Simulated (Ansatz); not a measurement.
**The black phosphorene monolayer between two gates**

Aim: charge, voltage and capacitance of the black phosphorene monolayer in a field-effect set-up.

Main program and level: Ansatz 0.2.0; plane-wave DFT, PBE-D3(BJ), Ansatz PAW (set soft_1); PAW set soft_1, in the first sound run; inputs show where later runs differ.

### Step 1. Starting point

The cell holds 4 atoms: 4 P. Cell: a = 4.620 Å, b = 3.300 Å, c = 35.440 Å, α = 90.0°, β = 90.0°, γ = 90.0°. Vacuum lies along c.

### Step 2. Relaxing the slab

The starting cell is a guess, so the in-plane lattice and the atoms are relaxed first, with the slab cut off from its images along the normal.

File input.yaml:

```yaml
crystal:
  lattice:
    - [4.62, 0.0, 0.0]
    - [0.0, 3.3, 0.0]
    - [0.0, 0.0, 35.4400000008]
  atoms:
    - { symbol: P, position: [0.09, 0.0, 0.4683972912] }
    - { symbol: P, position: [0.41, 0.5, 0.4712189616] }
    - { symbol: P, position: [0.91, 0.0, 0.5316027088] }
    - { symbol: P, position: [0.59, 0.5, 0.5287810384] }
  periodic: [true, true, false]
kpoints:
  mp_grid: { grid: [8, 10, 1] }
hamiltonian:
  xc: pbe
  dispersion: d3bj
  pseudopotentials: { kind: paw, azcp: { folder: soft_1 } }
scf:
  occupations: { method: fermi_dirac, width: 0.05 }
  convergence: { dr2_threshold: 1.0e-09 }
relax:
  f_tol: 0.004
  max_steps: 90
  cell: {}
output:
  write_potential: true
  write_density: true
  volumetric_format: npy
```

The run is started by

```console
$ ansatz run input.yaml --threads 4 --pin off --max-ram 8192MiB --backend cpu --events-out ev --progress --plain --runs-dir out
```

Numbers of over 12 decimals in the logs are rounded to 6 here.

The program printed:

```text
Warning: relax.cell: scf.convergence.dr2_threshold = 1e-9 eV is looser than the 2.66991328131e-10 eV advised for a relaxation that steers and ends on the stress (1e-10 eV for each atom of the cell: 4, times the square of relax.cell.stress_2d_tol = 0.05 N/m over 12.2 Å (the atoms' height at the walk's start and 5 Å past either face), 4.085e-2 GPa, over a crystal's default 0.05). What an SCF threshold leaves in a stress goes as its square root, and in the free energy as the threshold itself, and one threshold admits the most on a small cell: [figures from the program's tests cut] Set scf.convergence.dr2_threshold to 2.66991328131e-10 eV or tighter. [rest of the remark cut]
Engine: ansatz 0.2.0, x86_64-unknown-linux-gnu
Pseudopotentials: kind: paw
Pseudopotential: P, paw, valence charge 5, recommended cutoff 420 eV (normal), soft_1/P.paw.azcp
Functional definition: PBE
  parameter kappa = 0.804
  parameter beta = 0.066725
  exchange = pbe_x(kappa = kappa, mu = beta*pi^2/3)
  correlation = pbe_c(beta = beta)
Crystal: 4 atoms, lattice volume = 540.318 Å³
Basis set: ecut = 420 eV, 10667 PW (Γ), exchange–correlation on 64×48×480 points (8 copies of the dense FFT grid, shifted against one another)
Bands: 14, of which v1, the nominal top of the filled ones, is band 10 counted from 1 (9 counted from 0)
Symmetry: 4 space group operations
Space group: P2/m (ITA 10), of the structure as read, at distance tolerance 8.1e-5 Å
k-points: 30 of 80
Non-local potential: P, projectors of the file, l = 0: 2, l = 1: 2, l = 2: 1
PAW form: soft (Blöchl's): semilocal exchange-correlation on the pseudo side does not see the compensation charge
PAW one-centre angular grid: P, 110 points (default); XC on 64 Gauss nodes
Initial density: superposition of atomic densities (neutral atoms: chi_scale 0, normalization atom)
Initial wavefunctions: pseudopotential atomic-orbital guess
Functional: x = pbe(κ = 0.804, μ = 0.219515), c = pbe(β = 0.066725)
SCF iter   1: F=—  HF=-3023.700938 eV  |F-HF|=—  |Δ(HF+E_count)|=         —  Δρ=1.49e-2  dr2=8.95e-1  ethr=3.10e-3  ⟨swp⟩=16.0  Hψ=5042  notcnv=0
preconditioner: auto → Resta (q_TF=auto, 1.575 Å⁻¹)  ε∞=1.7  [insulator: Δε(μ)=0.774 eV  Ē_g=8.798 eV  σ=0.050 eV  W_gap=1.00  n_scr=34 (ndim 8)  ℏωp=7.1 eV  f_vac=0.794  D(μ)=0.00/eV (n_scr^D=0)  ε∞_Penn≈1.7  vacuum switching on, ρ_ref=5.6e-3 e/Å³]
SCF iter   2: F=—  HF=-3023.522956 eV  |F-HF|=—  |Δ(HF+E_count)|=   1.78e-1  Δρ=7.55e-3  dr2=2.16e-1  ethr=3.10e-3  ⟨swp⟩=1.9  Hψ=712  notcnv=0
SCF iter   3: F=—  HF=-3023.499710 eV  |F-HF|=—  |Δ(HF+E_count)|=   2.32e-2  Δρ=1.44e-3  dr2=2.43e-2  ethr=1.08e-3  ⟨swp⟩=3.3  Hψ=902  notcnv=0
SCF iter   4: F=—  HF=-3023.493121 eV  |F-HF|=—  |Δ(HF+E_count)|=   6.59e-3  Δρ=5.29e-4  dr2=2.03e-3  ethr=1.21e-4  ⟨swp⟩=3.6  Hψ=1093  notcnv=0
SCF iter   5: F=—  HF=-3023.493121 eV  |F-HF|=—  |Δ(HF+E_count)|=   3.68e-7  Δρ=3.61e-4  dr2=1.25e-3  ethr=1.01e-5  ⟨swp⟩=3.4  Hψ=985  notcnv=0
SCF iter   6: F=—  HF=-3023.492727 eV  |F-HF|=—  |Δ(HF+E_count)|=   3.94e-4  Δρ=1.39e-4  dr2=1.69e-4  ethr=6.25e-6  ⟨swp⟩=2.3  Hψ=725  notcnv=0
SCF iter   7: F=—  HF=-3023.492666 eV  |F-HF|=—  |Δ(HF+E_count)|=   6.08e-5  Δρ=3.64e-5  dr2=1.22e-5  ethr=8.45e-7  ⟨swp⟩=2.9  Hψ=844  notcnv=0
SCF iter   8: F=—  HF=-3023.492658 eV  |F-HF|=—  |Δ(HF+E_count)|=   8.11e-6  Δρ=6.18e-6  dr2=4.27e-7  ethr=6.08e-8  ⟨swp⟩=2.9  Hψ=893  notcnv=0
SCF iter   9: F=—  HF=-3023.492686 eV  |F-HF|=—  |Δ(HF+E_count)|=   2.73e-5  Δρ=1.11e-6  dr2=1.83e-8  ethr=2.13e-9  ⟨swp⟩=3.5  Hψ=984  notcnv=0
SCF iter  10: F=-3023.492686 eV  HF=-3023.492686 eV  |F-HF|=2.73e-10  |Δ(HF+E_count)|=   3.20e-9  Δρ=2.03e-7  dr2=2.20e-10  ethr=5.00e-12  ⟨swp⟩=10.9  Hψ=4135  notcnv=0
SCF 1 converged in 10 iterations: F = -3023.492686 eV  dr2 = 2.20e-10
  greatest PAW one-centre occupation: 0.812 electrons in one spin orbital (limit 2), on the P atom at site 2 (counted from 0), in its partial waves of l = 0
relax step   1: F+E_penalty+E_count = -3023.49268551 eV  Δ(F+E_penalty+E_count) = +0.000e0 eV  max|allowed force component| = 1.088e0 eV/Å  Δτ_max = 0.0000 Å  P = -0.951 N/m  Ω = 540.318 Å³  fix = [c, alpha, beta]  reactions: c +0.000 N/m; beta +0.000 N/m/rad  (10 SCF iters, accepted)
Crystal: 4 atoms, lattice volume = 532.152 Å³
Basis set: ecut = 420 eV, 10515 PW (Γ), exchange–correlation on 64×48×480 points (8 copies of the dense FFT grid, shifted against one another)
Initial density: handed on by an earlier stage of this run
Initial wavefunctions: those handed on with the density
iter 1 solved again at ethr=3.82e-4 eV; its pass at ethr=3.10e-3 eV (dr2=7.64e-2 eV) is discarded
SCF iter   1: F=—  HF=-3023.554900 eV  |F-HF|=—  |Δ(HF+E_count)|=         —  Δρ=3.48e-3  dr2=7.66e-2  ethr=3.82e-4  ⟨swp⟩=2.2  Hψ=5312  notcnv=0
preconditioner: auto → Resta (q_TF=auto, 1.579 Å⁻¹)  ε∞=1.7  [insulator: Δε(μ)=0.747 eV  Ē_g=8.785 eV  σ=0.050 eV  W_gap=1.00  n_scr=34 (ndim 8)  ℏωp=7.2 eV  f_vac=0.803  D(μ)=0.00/eV (n_scr^D=0)  ε∞_Penn≈1.7  vacuum switching on, ρ_ref=5.6e-3 e/Å³]
SCF iter   2: F=—  HF=-3023.531691 eV  |F-HF|=—  |Δ(HF+E_count)|=   2.32e-2  Δρ=1.63e-3  dr2=1.18e-2  ethr=3.82e-4  ⟨swp⟩=3.3  Hψ=832  notcnv=0
SCF iter   3: F=—  HF=-3023.530069 eV  |F-HF|=—  |Δ(HF+E_count)|=   1.62e-3  Δρ=5.35e-4  dr2=2.38e-3  ethr=5.89e-5  ⟨swp⟩=3.3  Hψ=1008  notcnv=0
SCF iter   4: F=—  HF=-3023.529657 eV  |F-HF|=—  |Δ(HF+E_count)|=   4.12e-4  Δρ=1.89e-4  dr2=1.28e-4  ethr=1.19e-5  ⟨swp⟩=2.7  Hψ=731  notcnv=0
SCF iter   5: F=—  HF=-3023.529681 eV  |F-HF|=—  |Δ(HF+E_count)|=   2.42e-5  Δρ=2.38e-5  dr2=2.68e-6  ethr=6.42e-7  ⟨swp⟩=2.9  Hψ=897  notcnv=0
SCF iter   6: F=—  HF=-3023.529627 eV  |F-HF|=—  |Δ(HF+E_count)|=   5.38e-5  Δρ=5.66e-6  dr2=3.72e-7  ethr=1.34e-8  ⟨swp⟩=3.4  Hψ=971  notcnv=0
SCF iter   7: F=—  HF=-3023.529654 eV  |F-HF|=—  |Δ(HF+E_count)|=   2.68e-5  Δρ=1.67e-6  dr2=2.39e-8  ethr=1.86e-9  ⟨swp⟩=2.8  Hψ=831  notcnv=0
SCF iter   8: F=-3023.529654 eV  HF=-3023.529654 eV  |F-HF|=7.01e-10  |Δ(HF+E_count)|=   4.13e-9  Δρ=3.00e-7  dr2=4.75e-10  ethr=5.00e-12  ⟨swp⟩=11.4  Hψ=4248  notcnv=0
SCF 2 converged in 8 iterations: F = -3023.529654 eV  dr2 = 4.75e-10
  greatest PAW one-centre occupation: 0.810 electrons in one spin orbital (limit 2), on the P atom at site 3 (counted from 0), in its partial waves of l = 0
relax step   2: F+E_penalty+E_count = -3023.52965430 eV  Δ(F+E_penalty+E_count) = -3.697e-2 eV  max|allowed force component| = 4.849e-1 eV/Å  Δτ_max = 0.1072 Å  P = -0.415 N/m  Ω = 532.152 Å³  energy of the carried Pulay correction = +4.501e-5 eV  fix = [c, alpha, beta]  reactions: c +0.000 N/m; beta +0.000 N/m/rad  (8 SCF iters, accepted)
[...]
SCF iter   8: F=—  HF=-3023.609480 eV  |F-HF|=—  |Δ(HF+E_count)|=   5.05e-9  Δρ=3.49e-7  dr2=1.08e-9  ethr=5.00e-12  ⟨swp⟩=14.1  Hψ=4164  notcnv=0
SCF iter   9: F=-3023.609480 eV  HF=-3023.609480 eV  |F-HF|=3.50e-11  |Δ(HF+E_count)|=  2.25e-10  Δρ=8.33e-8  dr2=6.76e-11  ethr=5.00e-12  ⟨swp⟩=10.7  Hψ=3027  notcnv=0
SCF 3 converged in 9 iterations: F = -3023.609480 eV  dr2 = 6.76e-11
  greatest PAW one-centre occupation: 0.807 electrons in one spin orbital (limit 2), on the P atom at site 2 (counted from 0), in its partial waves of l = 0
relax step   3: F+E_penalty+E_count = -3023.60947977 eV  Δ(F+E_penalty+E_count) = -7.983e-2 eV  max|allowed force component| = 1.292e-1 eV/Å  Δτ_max = 0.0697 Å  P = -0.071 N/m  Ω = 528.760 Å³  energy of the carried Pulay correction = +6.391e-5 eV  fix = [c, alpha, beta]  reactions: c +0.000 N/m; beta -0.000 N/m/rad  (9 SCF iters, accepted)
[...]
relax step   4: F+E_penalty+E_count = -3023.61628757 eV  Δ(F+E_penalty+E_count) = -6.808e-3 eV  max|allowed force component| = 9.776e-2 eV/Å  Δτ_max = 0.0189 Å  P = +0.038 N/m  Ω = 522.283 Å³  energy of the carried Pulay correction = +1.003e-4 eV  fix = [c, alpha, beta]  reactions: c +0.000 N/m; beta -0.000 N/m/rad  (7 SCF iters, accepted)
[...]
relax step   5: F+E_penalty+E_count = -3023.59919354 eV  Δ(F+E_penalty+E_count) = +1.709e-2 eV  max|allowed force component| = 3.223e-1 eV/Å  Δτ_max = 0.0476 Å  P = -0.098 N/m  Ω = 520.485 Å³  energy of the carried Pulay correction = +1.105e-4 eV  fix = [c, alpha, beta]  (8 SCF iters, rejected (line search))
[...]
relax step   6: F+E_penalty+E_count = -3023.61902406 eV  Δ(F+E_penalty+E_count) = -2.736e-3 eV  max|allowed force component| = 3.579e-2 eV/Å  Δτ_max = 0.0148 Å  P = +0.012 N/m  Ω = 519.989 Å³  energy of the carried Pulay correction = +1.133e-4 eV  fix = [c, alpha, beta]  reactions: c -0.000 N/m; beta -0.000 N/m/rad  (8 SCF iters, accepted)
[...]
relax step   7: F+E_penalty+E_count = -3023.61937289 eV  Δ(F+E_penalty+E_count) = -3.488e-4 eV  max|allowed force component| = 1.191e-2 eV/Å  Δτ_max = 0.0042 Å  P = -0.008 N/m  Ω = 518.806 Å³  energy of the carried Pulay correction = +1.201e-4 eV  fix = [c, alpha, beta]  reactions: c -0.000 N/m; beta -0.000 N/m/rad  (7 SCF iters, accepted)
[...]
relax step   8: F+E_penalty+E_count = -3023.61939233 eV  Δ(F+E_penalty+E_count) = -1.945e-5 eV  max|allowed force component| = 1.059e-3 eV/Å  Δτ_max = 0.0009 Å  P = -0.001 N/m  Ω = 518.697 Å³  energy of the carried Pulay correction = +1.207e-4 eV  fix = [c, alpha, beta]  reactions: c -0.000 N/m; beta -0.000 N/m/rad  (5 SCF iters, accepted)
Basis set: ecut = 420 eV, 10235 PW (Γ), exchange–correlation on 60×48×480 points (8 copies of the dense FFT grid, shifted against one another)
Initial wavefunctions: pseudopotential atomic-orbital guess (no wavefunctions were taken with the density)
iter 1 solved again at ethr=9.83e-7 eV; its pass at ethr=3.10e-3 eV (dr2=1.97e-4 eV) is discarded
SCF iter   1: F=—  HF=-3023.619421 eV  |F-HF|=—  |Δ(HF+E_count)|=         —  Δρ=3.05e-6  dr2=2.56e-8  ethr=9.83e-7  ⟨swp⟩=5.7  Hψ=6913  notcnv=0
eigensolver tolerance schedule: the retry pair's looser diagonalisation over-reported the residual by 7673.08 of it (diagonalisation noise at an unbounded share of the residual, at the tolerance the schedule requests for it); recorded, not acted on — ethr = c·dr2/N_el stays at c = 1.0e-1
preconditioner: auto → Resta (q_TF=auto, 1.586 Å⁻¹)  ε∞=1.7  [insulator: Δε(μ)=0.730 eV  Ē_g=8.852 eV  σ=0.050 eV  W_gap=1.00  n_scr=34 (ndim 8)  ℏωp=7.3 eV  f_vac=0.804  D(μ)=0.00/eV (n_scr^D=0)  ε∞_Penn≈1.7  vacuum switching on, ρ_ref=5.7e-3 e/Å³]
SCF iter   2: F=—  HF=-3023.619319 eV  |F-HF|=—  |Δ(HF+E_count)|=   1.02e-4  Δρ=1.79e-6  dr2=1.73e-8  ethr=1.28e-10  ⟨swp⟩=6.1  Hψ=1738  notcnv=0
SCF iter   3: F=—  HF=-3023.619319 eV  |F-HF|=—  |Δ(HF+E_count)|=  6.33e-10  Δρ=1.28e-6  dr2=3.24e-9  ethr=8.64e-11  ⟨swp⟩=2.3  Hψ=649  notcnv=0
SCF iter   4: F=-3023.619319 eV  HF=-3023.619319 eV  |F-HF|=3.91e-10  |Δ(HF+E_count)|=   9.02e-9  Δρ=2.55e-7  dr2=2.83e-10  ethr=5.00e-12  ⟨swp⟩=14.3  Hψ=4626  notcnv=0
SCF 9 converged in 4 iterations: F = -3023.619319 eV  dr2 = 2.83e-10
relax step   9: F+E_penalty+E_count = -3023.61931883 eV  Δ(F+E_penalty+E_count) = +7.350e-5 eV  max|allowed force component| = 1.051e-3 eV/Å  Δτ_max = 0.0000 Å  P = -0.002 N/m  Ω = 518.697 Å³  fix = [c, alpha, beta]  reactions: c -0.000 N/m; beta -0.000 N/m/rad  stress off target by 4.05e-3 N/m on what of the cell is left free  SCF on the basis re-selected at this cell (its energy is not comparable with the rows above)  (4 SCF iters)
basis re-selected at this cell: Δ(F+E_penalty+E_count) = +7.350e-5 eV, ΔP = -0.001 N/m vs the last step (what re-selecting the basis moved, of the pressure what is left beyond the Pulay correction that the steps carried, after the strain that the cell walked since its last selection, with what the two solves' SCF thresholds leave and, on support functions, any second-order correction that the steps lacked; it is no measure of the basis error at this ecutwfc). The dense FFT grid was sized anew with the basis: this SCF ran on 30×24×240 points, the steps before it on 32×24×240, so part of this shift can come from that change (see relax.cell in the input reference). [rest of the remark cut]
SCF converged after 4 iterations
Free energy (F): -3023.619319 eV
Harris-Foulkes:  -3023.619319 eV  (|F-HF|=3.91e-10)
Internal energy: -3023.619295 eV  (E = F + TS)
E sigma→0 (E₀):  -3023.619307 eV
Entropy (-TS):   -0.000024 eV (-0.006 meV/atom)
Fermi energy:    -4.539797 eV
--- Per-component energies (eV) ---
  E_band       = -222.624463
  E_kinetic    = 273.324718
  E_local      = -18722.722209  (includes V_loc(G=0)·N_el)
  E_nonlocal   = 130.249736
  E_hartree    = 9184.775343
  E_xc         = -290.287619
  E_vxc        = -242.249776  (∫ρ·V_xc dr)
  E_paw        = -2232.615890  (= ΣΔE_a)
  E_vpaw       = -30.777898  (= ΣTr[D̂ρ^β])
  E_aug_tail   = -0.000001  (compensation charges beyond the density's cutoff)
  E_ewald      = 8634.645544
  E_disp       = -0.988917  (pairwise vdW)
  E_smearing   = -0.000024  (= −TS)
  E_closure    = -0.000000  (closes the sum)
  Σ components = -3023.619319   (vs F -3023.619319, Δ=0.00e0)
--- Forces (eV/Å), atoms counted from 1 ---
  atom   1  P      0.00026480    -0.00000000    -0.00105141
  atom   2  P     -0.00035669     0.00000000    -0.00074240
  atom   3  P     -0.00026480     0.00000000     0.00105141
  atom   4  P      0.00035669    -0.00000000     0.00074240
  max |Σ_I F_I| component: 0.00e0 eV/Å
--- 2D stress c σ (N/m, compression-positive) ---
       -0.004052      -0.000000       0.000000
       -0.000000      -0.000335       0.000000
        0.000000       0.000000      -0.000000
  P = ½ c Tr σ = -0.0022 N/m
--- Band table (eV; the first three rows and the last of 30) ---
  k-point 0: bands = [... 6 lower, -8.3930, -6.7944, -6.6991, -4.9204, -4.1901, -3.3685, -2.2192, -1.4775]
  k-point 1: bands = [... 6 lower, -9.0092, -7.3085, -6.7351, -4.9448, -4.0751, -2.4152, -2.1278, -1.3382]
  k-point 2: bands = [... 6 lower, -9.1980, -7.8847, -6.6219, -5.1724, -3.7350, -3.2422, -0.9936, -0.6976]
  k-point 29: bands = [... 6 lower, -9.7800, -9.7800, -6.2229, -6.2228, -2.5253, -2.5253, -0.6800, -0.6799]
  the weakly bound empty levels are not read free of the cell's end (no_gap_told)
--- Relaxed structure (8 steps of the walk, 7 accepted, 1 SCFs on fresh bases) ---
  F+E_penalty+E_count = -3023.61931883 eV   max|allowed force component| = 1.051e-3 eV/Å   (the final SCF, on the basis selected at the relaxed cell)
  cell:  # Å, volume = 518.6967 Å³
    - [4.441042, 0.0, 0]
    - [0.0, 3.295603, 0.0]
    - [0, 0.0, 35.4400000008]
  atoms:
    - { symbol: P, position: [0.082538, 0.0, 0.470046] }
    - { symbol: P, position: [0.417465, 0.500000, 0.470046] }
    - { symbol: P, position: [0.917462, 0.0, 0.529954] }
    - { symbol: P, position: [0.582535, 0.500000, 0.529954] }
```

The job ended after 21 s (4 threads of AMD EPYC 9R14 (Zen 4), shared host; peak memory 0.86 GiB).

The steps of the relaxation:

```tsv
step	energy less that of the first step (eV)	largest force component (eV/Å)	volume (Å³)
1	0.0000	1.0877	540.32
2	-0.0370	0.4849	532.15
3	-0.1168	0.1292	528.76
4	-0.1236	0.0978	522.28
5	-0.1065	0.3223	520.48
6	-0.1263	0.0358	519.99
7	-0.1267	0.0119	518.81
8	-0.1267	0.0011	518.70
9*	-0.1266	0.0011	518.70
```

Relaxation steps marked * repeat the geometry before them on a plane-wave basis chosen anew for their cell, so energy and pressure can jump there. Relaxation step 5 was tried and not accepted.

Forces are held to the 4 operations that the run works with; a distortion that breaks them can't arise in this run.

```tsv
cell as run	before	after	change
a (Å)	4.620	4.441	-3.9 %
b (Å)	3.300	3.296	-0.1 %
```

The atoms that moved most (Å, along periodic axes as changes of fractional coordinates times the final cell, across vacuum about the mean position):

```tsv
atom	dx	dy	dz	length
P1	-0.033	0.000	0.058	0.067
P3	0.033	0.000	-0.058	0.067
P2	0.033	0.000	-0.042	0.053
P4	-0.033	0.000	0.042	0.053
```

The relaxed structure:

```xyz
4
Lattice="4.4410 0.0000 0.0000 0.0000 3.2956 0.0000 0.0000 0.0000 35.4400" Properties=species:S:1:pos:R:3
P     0.3666    0.0000   16.6584
P     1.8540    1.6478   16.6584
P     4.0745    0.0000   18.7816
P     2.5871    1.6478   18.7816
```

The lattice constant a goes from 4.620 to 4.441 Å.

[end of part 1 of 3]

[Logs are printed without paths, hosts, clocks, repeated set-up lines and the standing remarks that a program may print on its own settings, such as how far it seeks lower states.]

[Hosts, paths, dates, database ids (printed as entryN), source tags and the programs' standing remarks are cut or masked in the printed files.]

[Maps of the electrostatic potential energy from Ansatz leave out the sawtooth potential of an applied field or a dipole correction, so their vacuum need not be flat; planar profiles and work functions include it.]
